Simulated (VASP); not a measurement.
# TiO2 (Anatase) (I4_1/amd) in VASP: notebook

Runs on TiO2 (Anatase). Level: PBE. Tasks: single point.

All numbers are computed with VASP 6.6.1; they aren't measurements. Logs are shortened: lines on timing, memory, paths and dates and some standing lists are left out, and cuts for length are marked.

### 1 The structure

Symmetry: I4_1/amd, No. 141, tetragonal system. Conventional cell: a = 3.784 Å, b = 3.784 Å, c = 9.515 Å, α = 90.00°, β = 90.00°, γ = 90.00°. Around Ti (site symmetry -4m2) lie 6 O at 1.93 to 1.98 Å. O (site symmetry 2mm) has 3 Ti at 1.93 to 1.98 Å as nearest neighbours.

### 2 Single point, PBE

Input file INCAR:

```
SYSTEM = TiO2
ADDGRID = .FALSE.
ALGO = Normal
EDIFF = 1E-7
ENCUT = 460
GGA = PE
ISIF = 2
ISMEAR = 0
LASPH = .TRUE.
LCHARG = .FALSE.
LREAL = .FALSE.
LWAVE = .FALSE.
NELM = 100
PREC = Accurate
SIGMA = 0.05
```

Input file KPOINTS:

```
k-points
0
G
  2 2 2
  0 0 0
```

Input file POSCAR:

```
TiO2
1.0
   -1.8921000000      1.8921000000      4.7573000000
    1.8921000000     -1.8921000000      4.7573000000
    1.8921000000      1.8921000000     -4.7573000000
Ti O
2 4
Direct
    0.7500000000      0.2500000000      0.5000000000
    0.0000000000      0.0000000000      0.0000000000
    0.7919000000      0.7919000000      0.0000000000
    0.5419000000      0.0419000000      0.5000000000
    0.9581000000      0.4581000000      0.5000000000
    0.2081000000      0.2081000000      0.0000000000
```

Potentials or basis: VASP PAW PBE potentials, release 64 (Ti, O).

Run with:

```
> cat potpaw_PBE.64/Ti/POTCAR potpaw_PBE.64/O/POTCAR > POTCAR
> mpirun -np 1 vasp_std > vasp.out
```

OUTCAR:

```text
SYSTEM = TiO2
   EDIFF = 1E-7
   ENCUT = 460
   GGA = PE
   ISIF = 2
   ISMEAR = 0
   LASPH = .TRUE.
   LREAL = .FALSE.
   NELM = 100
   PREC = Accurate

 Found      4 irreducible k-points:

 Following reciprocal coordinates:
            Coordinates               Weight
  0.000000  0.000000  0.000000      1.000000
  0.500000  0.000000  0.000000      4.000000
  0.500000  0.500000  0.000000      2.000000
  0.500000  0.500000  0.500000      1.000000
   k-points           NKPTS =      4   k-points in BZ     NKDIM =      4   number of bands    NBANDS=     20
   number of dos      NEDOS =    301   number of ions     NIONS =      6
   total plane-waves  NPLWV =  64000
   dimension x,y,z NGX =    40 NGY =   40 NGZ =   40
   dimension x,y,z NGXF=    80 NGYF=   80 NGZF=   80
   ions per type =               2   4
   NGX,Y,Z   is equivalent  to a cutoff of  12.18, 12.18, 12.18 a.u.
   NGXF,Y,Z  is equivalent  to a cutoff of  24.37, 24.37, 24.37 a.u.
 SYSTEM =  TiO2
   PREC   = accura    normal or accurate (medium, high low for compatibility)
   ISTART =      0    job   : 0-new  1-cont  2-samecut
   ICHARG =      2    charge: 1-file 2-atom 10-const
   ISPIN  =      1    spin polarized calculation?
   LNONCOLLINEAR =      F non collinear calculations
   LSORBIT =      F    spin-orbit coupling
   LASPH  =      T    aspherical Exc in radial PAW
   ENCUT  =  460.0 eV  33.81 Ry    5.81 a.u.   9.55  9.55  9.55*2*pi/ulx,y,z
   NELM   =    100;   NELMIN=  2; NELMDL= -5     # of ELM steps
   EDIFF  = 0.1E-06   stopping-criterion for ELM
   LREAL  =      F    real-space projection
   EDIFFG = 0.1E-05   stopping-criterion for IOM
   NSW    =      0    number of steps for IOM
   IBRION =     -1    ionic relax: 0-MD 1-quasi-New 2-CG
   NFREE  =      0    steps in history (QN), initial steepest desc. (CG)
   ISIF   =      2    stress and relaxation
   ISYM   =      2    0-nonsym 1-usesym 2-fastsym
   POTIM  = 0.5000    time-step for ionic-motion
   TEBEG  =    0.0;   TEEND  =   0.0 temperature during run
   PSTRESS=    0.0 pullay stress
   NELECT =      32.0000    total number of electrons
   NUPDOWN=      -1.0000    fix difference up-down
   EMIN   =  10.00;   EMAX   =-10.00  energy-range for DOS
[... 5 lines left out ...]
     AMIX     =   0.40;   BMIX     =  1.00
     AMIX_MAG =   1.60;   BMIX_MAG =  1.00
  volume/ion in A,a.u.               =      11.35        76.62
  Fermi-wavevector in a.u.,A,eV,Ry     =   1.272590  2.404847 22.034444  1.619486
  Thomas-Fermi vector in A             =   2.405460
   LORBIT       =      0    0 simple, 1 ext, 2 COOP (PROOUT), +10 PAW based schemes
   GGA     = PE    functional components
   LHFCALC =     F    Hartree Fock is set to
   AEXX    =    0.0000 exact exchange contribution
   IVDW    =     0    specifies the selected vdW correction
   LEPSILON=     F    determine dielectric tensor
   LRPA    =     F    only Hartree local field effects (RPA)
 non-spin polarized calculation
 Gauss-broadening in eV      SIGMA  =   0.05
  energy-cutoff  :      460.00
  volume of cell :       68.13
 maximum number of plane-waves:      1533
 NGX is ok and might be reduce to    40
   NGX = 19   NGY = 19   NGZ = 19

 number of electron      31.9999996 magnetization

 Free energy of the ion-electron system (eV)
  ---------------------------------------------------
  ext. energy  EPLUGINS =         0.00000000
  ---------------------------------------------------
  free energy    TOTEN  =       -53.01224954 eV

  energy without entropy =      -53.01224954  energy(sigma->0) =      -53.01224954

 E-fermi :   0.9072     XC(G=0): -10.5265

 val. band max:        0.6673979020   @ k =   0.5000   0.5000   0.0000
 cond. band min:       2.6226934435   @ k =   0.0000   0.0000   0.0000
 fundamental gap:      1.9552955415
 Fermi energy:         0.9071926348

 k-point     1 :       0.0000    0.0000    0.0000
  band No.  band energies     occupation
      1     -16.9965      2.00000
      2     -15.9512      2.00000
      3     -15.9363      2.00000
      4     -15.4749      2.00000
      5      -3.2813      2.00000
      6      -3.1529      2.00000
[... 12 lines left out ...]
     19       4.4671      0.00000
     20       4.4675      0.00000

 k-point     2 :       0.5000    0.0000    0.0000
  band No.  band energies     occupation
      1     -16.4797      2.00000
      2     -15.7351      2.00000
      3     -15.6251      2.00000
      4     -15.5497      2.00000
      5      -3.7819      2.00000
      6      -3.5728      2.00000
[... 12 lines left out ...]
     19       4.0719      0.00000
     20       4.1546      0.00000

 k-point     3 :       0.5000    0.5000    0.0000
  band No.  band energies     occupation
      1     -15.7292      2.00000
      2     -15.7292      2.00000
      3     -15.4433      2.00000
      4     -15.4433      2.00000
      5      -3.7630      2.00000
      6      -3.7630      2.00000
[... 12 lines left out ...]
     19       4.3326      0.00000
     20       4.3326      0.00000

 k-point     4 :       0.5000    0.5000    0.5000
  band No.  band energies     occupation
      1     -16.4744      2.00000
      2     -16.4744      2.00000
      3     -15.7351      2.00000
      4     -15.7351      2.00000
      5      -3.0622      2.00000
      6      -3.0622      2.00000
[... 12 lines left out ...]
     19       4.2418      0.00000
     20       4.2418      0.00000

------------------------ aborting loop because EDIFF is reached ----------------------------------------

  FORCE on cell =-STRESS in cart. coord.  units (eV):
  Direction    XX          YY          ZZ          XY          YZ          ZX
  --------------------------------------------------------------------------------------
  -------------------------------------------------------------------------------------
  Total        1.0557628      1.0557628      6.1576728      0.0000000     -0.0000000      0.0000000
  in kB       24.8295154     24.8295154    144.8166462      0.0000000     -0.0000000      0.0000000
  external PRESSURE =      64.8252256 kB  Pullay stress =       0.0000000 kB

 VOLUME and BASIS-vectors are now :
 -----------------------------------------------------------------------------
  energy-cutoff  :      460.00
  volume of cell :       68.13
      direct lattice vectors                 reciprocal lattice vectors
    -1.892100000  1.892100000  4.757300000     0.000000000  0.264256646  0.105101633
     1.892100000 -1.892100000  4.757300000     0.264256646  0.000000000  0.105101633
     1.892100000  1.892100000 -4.757300000     0.264256646  0.264256646  0.000000000

 POSITION                                       TOTAL-FORCE (eV/Angst)
 -----------------------------------------------------------------------------------
      0.00000      1.89210      2.37865         0.000000      0.000000      0.000000
      0.00000      0.00000      0.00000         0.000000      0.000000      0.000000
      0.00000      0.00000      7.53461        -0.000000      0.000000      0.013913
      0.00000      1.89210      0.39866         0.000000     -0.000000      0.013913
      0.00000      1.89210      4.35864         0.000000     -0.000000     -0.013913
      0.00000      0.00000      1.97999        -0.000000      0.000000     -0.013913
 -----------------------------------------------------------------------------------
    total drift:                                0.000000      0.000000     -0.000000

  FREE ENERGIE OF THE ION-ELECTRON SYSTEM (eV)
  ---------------------------------------------------
  free  energy   TOTEN  =       -53.0122495356 eV

  energy  without entropy=      -53.0122495356  energy(sigma->0) =      -53.01224954
```

stdout:

```text
POSCAR found type information on POSCAR TiO
 POSCAR found :  2 types and       6 ions
 scaLAPACK will be used
 LDA part: xc-table for (Slater+PW92), standard interpolation
 POSCAR, INCAR and KPOINTS ok, starting setup
 FFT: planning ... GRIDC
 FFT: planning ... GRID_SOFT
 FFT: planning ... GRID
 WAVECAR not read
 entering main loop
```

It took 14 s on 1 thread of Intel Xeon Platinum 8488C (Sapphire Rapids), shared host; peak memory 0.22 GiB.

These settings aren't checked as converged: the numbers below hold their error.

What came out:

- Free energy: -53.0122 eV
- Pressure: 6.5 GPa
- Largest force: 0.014 eV/Å
- Band gap on the k mesh: 1.96 eV, indirect (least direct gap 2.37 eV)

Caveat: the k mesh is coarse (spacing up to 1.17 Å⁻¹), so the values aren't converged; the cutoff is under 1.25 times the usual one of these potentials, so pressure, stress and relaxed cells hold a basis-set (Pulay) error.

### 3 Single point, PBE

INCAR is that of step 2.

KPOINTS is that of step 2.

Input file POSCAR:

```
TiO2
1.0
   -1.8921000000      1.8921000000      4.7573000000
    1.8921000000     -1.8921000000      4.7573000000
    1.8921000000      1.8921000000     -4.7573000000
Ti O
2 4
Direct
    0.7634100000      0.2505420000      0.5022120000
    0.0240310000     -0.0225460000     -0.0109780000
    0.8032660000      0.7916050000      0.0039110000
    0.5255800000      0.0234350000      0.4817660000
    0.9615640000      0.4693800000      0.5068500000
    0.1853180000      0.2146180000     -0.0384270000
```

Potentials or basis: VASP PAW PBE potentials, release 64 (Ti, O).

Run with:

```
> cat potpaw_PBE.64/Ti/POTCAR potpaw_PBE.64/O/POTCAR > POTCAR
> mpirun -np 1 vasp_std > vasp.out
```

It took 20 s on 1 thread of Intel Xeon Platinum 8488C (Sapphire Rapids), shared host; peak memory 0.22 GiB.

The run converged, but some of its settings lie outside the range that counts as converged, so its numbers aren't taken as properties of the crystal.

What came out:

| Item | Value |
| --- | --- |
| Free energy | -52.5611 eV |
| Pressure | 10.0 GPa |
| Largest force | 3.053 eV/Å |
| Band gap on the k mesh | 2.17 eV, indirect (least direct gap 2.61 eV) |

Caveat: the k mesh is coarse (spacing up to 1.17 Å⁻¹), so the values aren't converged; the cutoff is under 1.25 times the usual one of these potentials, so pressure, stress and relaxed cells hold a basis-set (Pulay) error.

### 4 The reference run

An earlier run on the cell as given: functional PBEsol; potentials or basis VASP PAW PBE potentials, release 64 (Ti_sv, O); cutoff 520 eV; k mesh 10 × 10 × 10; occupations fermi-dirac, width 0.05 eV; no spin polarisation.

- Pressure: -0.4 GPa
- Largest force: 0.012 eV/Å
- Band gap on the k mesh: 2.06 eV, indirect (least direct gap 2.40 eV)
